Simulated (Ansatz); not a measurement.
Runs of Ansatz 0.2.0 on PtSe2 (Sudovikovite). The structure is trigonal, space group P-3m1 (No. 164). Conventional cell: a = 3.724 Å, b = 3.724 Å, c = 5.062 Å, α = 90.00°, β = 90.00°, γ = 120.00°. Around Pt (site symmetry -3m) lie 6 Se at 2.49 Å. Se (site symmetry 3m) is surrounded by 3 Pt at 2.49 Å. 

```csv
task,level,spin,U,k mesh,cutoff (eV),smearing,other functionals evaluated on the density,basis error allowed,mesh quality,gap on the mesh (eV),pressure (GPa),V0 of scaled cells (Å³/atom),B0 (GPa),largest force (eV/Å)
density of states,PBEsol+U,off,Pt d U = 4 eV,8 × 8 × 5,292,fermi-dirac 0.05 eV,-,0.002 eV/atom,not flagged,none,2.4,-,-,0.44
single point,PBE,off,-,3 × 3 × 2,292,fermi-dirac 0.02 eV,-,0.002 eV/atom,coarse,none,7.1,-,-,0.47
band structure,PBEsol,off,-,8 × 8 × 5,292,fermi-dirac 0.05 eV,-,0.002 eV/atom,not flagged,-,2.1,-,-,0.34
single point,PBE,off,-,8 × 8 × 5,317,fermi-dirac 0.05 eV,-,0.001 eV/atom,not flagged,none,7.3,-,-,0.59
equation of state,PBEsol,off,-,8 × 8 × 5,-,fermi-dirac 0.05 eV,-,0.001 eV/atom,not flagged,-,-,(a),127,-
band structure,LDA,off,-,8 × 8 × 5,293,fermi-dirac 0.05 eV,-,0.002 eV/atom,not flagged,-,-0.4,-,-,0.20
equation of state,LDA,off,-,8 × 8 × 5,-,fermi-dirac 0.05 eV,-,0.002 eV/atom,not flagged,-,-,20.20,135,-
single point,rPW86-PBE+D3(BJ)+ATM,"collinear, random start",-,8 × 8 × 5,317,cold 0.1 eV,"PBE, BLYP, LDA",0.001 eV/atom,not flagged,none,10.8,-,-,(b)
```

Alike in all rows: potentials or basis all-electron LAPW, scalar-relativistic; cell as given.

Task: Estimate the missing entries.

Result: (a) 20.59; (b) 1.15.

Caveats: some runs use coarse meshes; the cell was scaled at fixed shape and fractional positions, which overstates the stiffness of a crystal with free parameters, most of all of layers and chains (some runs); U is the effective U less J, on atomic orbitals that reach past the spheres (some runs); U without spin polarisation on a metal has little footing (some runs); pairwise dispersion overbinds metals, which lowers pressure and volume (some runs); forces of over 1 eV/Å show positions far from the minimum, so gaps and moduli don't describe the material at rest (some runs).

A k mesh can miss the band edges, and the runs leave out spin-orbit coupling on Pt, Se.

A gap of «none» marks a metal or a gap under the smearing width.

Not every run made on this cell is shown here.
